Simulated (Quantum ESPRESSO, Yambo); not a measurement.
An input for Yambo 5.3.0 (PbSe (Clausthalite)):

```
optics
bss
bse
em1s
dipoles
rim_cut
RandQpts= 1000000
RandGvec= 1 RL
Chimod= "HARTREE"
BSKmod= "SEX"
BSEmod= "resonant"
BSSmod= "d"
BSENGexx= 30 Ry
BSENGBlk= 6 Ry
% BSEQptR
 1 | 1 |
%
% BSEBands
 13 | 21 |
%
% BEnRange
 0 | 6 | eV
%
% BDmRange
 0.1 | 0.1 | eV
%
BEnSteps= 121
% BLongDir
 1 | 0 | 0 |
%
% BndsRnXs
 1 | 75 |
%
NGsBlkXs= 6 Ry
% LongDrXs
 1 | 1 | 1 |
%
% KfnQP_E
 0.425 | 1.0 | 1.0 |
%
WRbsWF
```

```sh
OMP_NUM_THREADS=1 mpirun -n 4 yambo -F bse3.in -J bse3 -C bse3 > bse3.log
```

The stored states that it reads are on a 4×4×4 mesh. Symmetry: Fm-3m, No. 225, cubic system. Conventional cell: a = 6.121 Å, b = 6.121 Å, c = 6.121 Å, α = 90.00°, β = 90.00°, γ = 90.00°. Nearest to Pb lie 6 Se at 3.06 Å. Nearest to Se lie 6 Pb at 3.06 Å. Farther neighbours and most contacts between anions are not listed.

Q: Estimate wall time and host memory on 4 MPI ranks of Arm Neoverse V1, shared host.

It took 40 s; on shared hardware allow 20 s to 81 s. Peak host memory was 1.3 GiB.

The kernel grows as the square of the matrix size, and full diagonalisation as its cube.

[Paths, hosts, dates, memory and timing lines, banners, echoed tables and standing remarks are left out of the program output.]

[Logs are printed without paths, hosts, clocks, repeated set-up lines and the standing remarks that a program may print on its own settings, such as how far it seeks lower states.]

[Runs of the session that timed out or met a known fault of the program may be left out.]

[Hosts, paths, dates, database ids (printed as entryN), source tags and the programs' standing remarks are cut or masked in the printed files.]
